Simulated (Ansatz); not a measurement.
Zinc-blende ZnTe, relaxed in Ansatz (plane waves) with several semilocal functionals. Each gives its own volume and its own bulk modulus:

```
level          V0 (Å³/atom)  bulk modulus B0 (GPa)   ln V0   ln B0
-------------  ------------  ---------------------  ------  ------
PBEsol-D3(BJ)        26.888                  55.65  3.2917  4.0191
PBE-D4               28.176                  49.39  3.3385  3.8997
r²SCAN               28.562                  49.77  3.3521  3.9074
PBE                  29.489                  43.27  3.3840  3.7675
rVV10                29.679                  44.35  3.3904  3.7921
revPBE               30.383                  39.25  3.4139  3.6700
```

Problem. Fit a straight line to ln B0 against ln V0. What does it predict for PBEsol, whose volume is 27.897 Å³/atom?

Solution. With x = ln V0 and y = ln B0: means 3.36177 and 3.84263; Σ(Δx Δy) = -0.02644, Σ(Δx²) = 0.009576, so the slope is -2.76. At x = 3.3285 the line gives y = 3.84263 + (-2.76) × (3.3285 − 3.36177) = 3.9345, or 51.14 GPa. The run with PBEsol gives 50.36 GPa, -1.5 % from the line. The rows used scatter about it by up to 3.9 %, while the largest value lies 42 % above the smallest. For comparison, PBE's own equation of state has B′ = 4.7, the slope −d ln B/d ln V at a fixed functional; the two needn't agree, since functionals also differ at one volume.

Measured: 51 ± 3 GPa (measured, room temperature, not corrected to a static lattice; as tabulated in Determination of phase transition pressures of ZnTe under quasihydrostatic …).

Ansatz's density-functional and Hartree–Fock values are scalar-relativistic unless marked +SOC, with PAW data made under PBE.

Ansatz is a quantum-chemistry and plane-wave program.
